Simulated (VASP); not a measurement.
A run of VASP 6.6.1 is set up as follows.

POSCAR

```
TiO
1.0
    3.0093900000      0.0000000000      0.0000000000
    0.0000000000      3.0093900000      0.0000000000
    0.0000000000      0.0000000000      3.6804200000
Ti O
1 1
Direct
    0.0000000000      0.0000000000      0.0000000000
    0.0000000000      0.0000000000      0.5000000000
```

File INCAR.step1:

```
SYSTEM = TiO
PREC = Accurate
ENCUT = 520
EDIFF = 1E-5
ISMEAR = -1
SIGMA = 0.05
LREAL = .False.
LASPH = .True.
NELM = 100
ALGO = Normal
ISIF = 2
LWAVE = .True.
LCHARG = .False.
NBANDS = 16
GGA = PE
```

INCAR.step2

```
SYSTEM = TiO
PREC = Accurate
ENCUT = 520
EDIFF = 1E-7
ISMEAR = -1
SIGMA = 0.05
LREAL = .False.
LASPH = .True.
NELM = 100
ALGO = Normal
ISIF = 2
LWAVE = .False.
LCHARG = .False.
GGA = PE
LHFCALC = .True.
HFSCREEN = 0.2
AEXX = 0.05
PRECFOCK = Fast
NBANDS = 16
ISTART = 1
```

File KPOINTS:

```
Automatic mesh
0
Gamma
  5 5 4
  0 0 0
```

Potentials or basis: VASP PAW PBE potentials, release 64 (Ti_sv, O).

Command:

```sh
$ cat potpaw_PBE.64/Ti_sv/POTCAR potpaw_PBE.64/O/POTCAR > POTCAR
$ cp INCAR.step1 INCAR
$ mpirun -np 1 vasp_std > vasp.out
$ cp INCAR.step2 INCAR
$ mpirun -np 1 vasp_std > vasp.out
```

**Question.** What does it give for the band gap on the k mesh?

**Answer.** None (metal or under the smearing width).

**Question.** Predict the pressure.

**Answer.** -0.2 GPa.

Stress tensor (GPa, compression positive):
```
-0.01  0.00  0.00
 0.00 -0.01  0.00
 0.00  0.00 -0.60
```

Caveat: the k mesh is coarse (spacing up to 0.43 Å⁻¹), so the values aren't converged, least of all with exact exchange; the PAW data sets were made with another functional, which shifts forces and pressure a little.
